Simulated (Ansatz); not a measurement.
CdS, before and after

Recipe of this trial structure of CdS: 4-connected net, two elements spread over the vertices (P1, No. 1). Lengths were set from tabulated atomic sizes, so they are only a guess.

start.xyz

```xyz
4
Lattice="4.0626 0.0000 0.0000 -0.2993 4.0516 0.0000 -0.7610 -0.8193 5.2977" Properties=species:S:1:pos:R:3 pbc="T T T"
Cd   -0.1391   -0.1498    1.2447
Cd    1.2877    0.2663    3.0626
S     3.1415    3.3821    4.0530
S     2.8316    1.9285    2.2351
```

All numbers below come from DFT PBE, scalar-relativistic, plane waves, PAW (Ansatz). Cutoff 420 eV, Gaussian smearing, Γ-centred meshes. Cell and atoms relax first on a coarse mesh and then on a converged one. In between, the cell is made exact in the group found at 0.06 Å. The steps can't lower the symmetry of their start. No spin polarisation.

end.xyz

```xyz
4
Lattice="4.1984 0.0000 0.0000 -2.0992 3.6360 0.0000 0.0000 0.0000 6.8225" Properties=species:S:1:pos:R:3 pbc="T T T"
Cd    2.0992    1.2120    1.2849
Cd    0.0000    2.4240    4.6961
S     2.0992    1.2120    5.5366
S     0.0000    2.4240    2.1253
```

The symmetry goes from P1 (No. 1) to P6_3mc (No. 186). The end has the wurtzite type. The volume per atom grows by 19.4 %, from 21.8 to 26.0 Å³. The shortest distance goes from 2.35 Å (Cd–S) to 2.57 Å (Cd–S). The energy falls by about 1.2 eV/atom (the start's value is from the coarse mesh). The end is written in a standard setting, so origin, axes and order of atoms can differ from the start's.

- Volume per atom: 26.04 Å³
- Density: 4.61 g/cm³
- Formation energy: −0.659 eV/atom
- Gap on the 6×6×4 mesh of the 4-atom cell: 1.11 eV

Energies over the elements count from the elements' standard structures at the same level, with no fitted energy shifts. A negative formation energy is needed for stability but isn't enough: competing phases decide.

The last run used Gaussian smearing of 0.02 eV. Kohn–Sham gaps at this level usually fall short of measured ones. The reference form of S is held partly by dispersion forces, which this level lacks. A later test with randomly moved atoms came back to the same energy, though modes that don't fit the test's cell weren't probed. In all, the 4 runs took 3.3 min on 1 thread of Arm Neoverse V2 (shared host).
